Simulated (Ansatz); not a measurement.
Wanted: the native input for an Ansatz 0.2.0 run.

```yaml
Task: single point
Functional: PBEsol
Potentials_or_basis: all-electron LAPW, scalar-relativistic
Cutoff: 258 eV (chosen from the basis error)
Basis_error_allowed: 0.001 eV/atom
k_mesh: 9 × 9 × 9
Occupations: fermi-dirac, width 0.05 eV
Spin: no spin polarisation
```

Crystal: AlRu.

```xyz
2
Lattice="2.9916 0.0000 0.0000 0.0000 2.9916 0.0000 0.0000 0.0000 2.9916" Properties=species:S:1:pos:R:3 pbc="T T T"
Ru    1.4868    1.5288    1.4593
Al   -0.0129   -0.0264    0.0300
```

The cell isn't the ideal one: atoms moved at random, drawn with an rms of 0.05 Å.

These files were run (other wordings do the same):

input.yaml

```yaml
crystal:
  lattice:
    - [2.9916, 0.0, 0.0]
    - [0.0, 2.9916, 0.0]
    - [0.0, 0.0, 2.9916]
  atoms:
    - { symbol: Ru, position: [0.497003, 0.511017, 0.487802] }
    - { symbol: Al, position: [-0.004324, -0.00883, 0.010019] }
kpoints:
  mp_grid: { grid: [9, 9, 9] }
scf:
  occupations: { method: fermi_dirac, width: 0.05 }
hamiltonian:
  xc: pbesol
  pseudopotentials: { kind: all_electron, lapw: { basis_error: 0.001 } }
output:
  forces: true
  stress: true
  eigenvalues: true
  populations: true
```

Potentials or basis: all-electron LAPW, scalar-relativistic.

Launch:

```sh
$ ansatz run input.yaml --threads 1 --pin off --max-ram 3072MiB --backend cpu --events-out ev --progress --plain --runs-dir out
```

Results of the run:

```json
{
  "Pressure": "-2.8 GPa",
  "Largest force": "0.686 eV/Å",
  "Band gap on the k mesh": "none (metal or under the smearing width)"
}
```

It took 74 s on 1 thread of Arm Neoverse V2, with other jobs on the host, peak memory 0.69 GiB.
